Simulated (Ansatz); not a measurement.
# Zn4S3O: the cost of one run

Method: DFT PBE, scalar-relativistic, plane waves, PAW, in Ansatz 0.2.0.

### Step 1. The system as given

Symmetry: P-4m2, No. 115, tetragonal system. The conventional cell has a = 3.659 Å, b = 3.659 Å, c = 10.348 Å, α = 90.00°, β = 90.00°, γ = 90.00°. Zn (site symmetry 2mm) has 2 O at 2.24 Å and 2 S at 2.24 Å as nearest neighbours. Zn (site symmetry 2mm) has 4 S at 2.24 Å as nearest neighbours. S (site symmetry 2mm) has 4 Zn at 2.24 Å as nearest neighbours. S (site symmetry -4m2) is surrounded by 4 Zn at 2.24 Å. O (site symmetry -4m2) is surrounded by 4 Zn at 2.24 Å.

As a file:

```xyz
8
Lattice="3.6587 0.0000 0.0000 0.0000 3.6587 0.0000 0.0000 0.0000 10.3483" Properties=species:S:1:pos:R:3 pbc="T T T"
Zn    1.8293    0.0000    6.4677
Zn    0.0000    1.8293    9.0548
Zn    1.8293    0.0000    1.2935
Zn    0.0000    1.8293    3.8806
S     0.0000    0.0000    7.7612
S     1.8293    1.8293    0.0000
S     0.0000    0.0000    2.5871
O     1.8293    1.8293    5.1742
```

The start is an ordering of an alloy on its end members' structure types: elements ordered on the sites of the ZnO type, O/S on O (P-4m2, No. 115).

### Step 2. Probe: one point on a coarse mesh

Input file input.yaml:

```yaml
crystal:
  lattice:
    - [3.65868149, 0.0, 0.0]
    - [0.0, 3.65868149, 0.0]
    - [0.0, 0.0, 10.34831395]
  atoms:
    - { symbol: Zn, position: [0.5, 0.0, 0.625] }
    - { symbol: Zn, position: [0.0, 0.5, 0.875] }
    - { symbol: Zn, position: [0.5, 0.0, 0.125] }
    - { symbol: Zn, position: [0.0, 0.5, 0.375] }
    - { symbol: S, position: [0.0, 0.0, 0.75] }
    - { symbol: S, position: [0.5, 0.5, 0.0] }
    - { symbol: S, position: [0.0, 0.0, 0.25] }
    - { symbol: O, position: [0.5, 0.5, 0.5] }
basis:
  ecutwfc: 420
kpoints:
  mp_grid: { grid: [6, 6, 2] }
hamiltonian:
  xc: pbe
scf:
  occupations: { method: gaussian, width: 0.1 }
  lower_state_search: "off"
output:
  forces: true
  stress: true
  eigenvalues: true
```

Command:

```
$ ansatz run input.yaml --threads 1 --pin off --max-ram 2560MiB --backend cpu --events-out ev --progress --plain --runs-dir out
```

Q: Estimate wall time and peak memory on 1 thread of AMD EPYC 9R45 (Zen 5), shared host.

About 3.3 s, with a peak of 0.41 GiB.
